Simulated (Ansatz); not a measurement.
Stackings of close-packed layers of BaS (capitals for Ba, lower case for the other element), each relaxed to a stress under 0.05 GPa; energies count from the stacking AcBaCb (Fm-3m).

The calculation used DFT PBE, scalar-relativistic, plane waves, PAW in Ansatz 0.2.0.

Cutoff 420 eV, Gaussian smearing of 0.02 eV, energies at zero smearing, symmetry of each start kept, no spin polarisation.

Question: Order these by excess energy, lowest first.
A. AcBcAbCb
B. AbAc
C. AcBc
D. AcBcAcBaCaBcAcBc
E. AcBaCaBcAbCb

Answer: E (21.8 meV/atom), A (31.5 meV/atom), D (46.8 meV/atom), C (60.3 meV/atom), B (100.9 meV/atom).

```json
{"start": "AbAc", "atoms": "4", "k mesh": "9×9×6", "excess energy (meV/atom)": "100.9", "spacing of like layers (Å)": "3.902", "a (Å)": "4.445", "gap on the mesh (eV)": "2.42"}
{"start": "AcBc", "atoms": "4", "k mesh": "9×9×6", "excess energy (meV/atom)": "60.3", "spacing of like layers (Å)": "3.877", "a (Å)": "4.413", "gap on the mesh (eV)": "2.00"}
{"start": "AcBcAbCb", "atoms": "8", "k mesh": "9×9×3", "excess energy (meV/atom)": "31.5", "spacing of like layers (Å)": "3.800", "a (Å)": "4.477", "gap on the mesh (eV)": "2.14"}
{"start": "AcBaCaBcAbCb", "atoms": "12", "k mesh": "9×9×2", "excess energy (meV/atom)": "21.8", "spacing of like layers (Å)": "3.774", "a (Å)": "4.498", "gap on the mesh (eV)": "2.18"}
{"start": "AcBcAcBaCaBcAcBc", "atoms": "16", "k mesh": "9×9×2", "excess energy (meV/atom)": "46.8", "spacing of like layers (Å)": "3.841", "a (Å)": "4.444", "gap on the mesh (eV)": "2.05"}
```

The rule behind the order, tried on AcBcAcBaCaBcAcBc: A straight line of excess energy against the share of capital letters between two alike capitals (those atoms sit in trigonal prisms, the others in octahedra) through the other rows but AbAc gives 45.9 meV/atom at 75 %.

Spin-orbit coupling is left out, which matters for the bands of heavy elements. An odd mesh misses points on the zone edge, so a gap read on it can be too wide.

Cost: 5 runs of about 15 core-minutes in all, on Arm Neoverse V2 (shared hosts).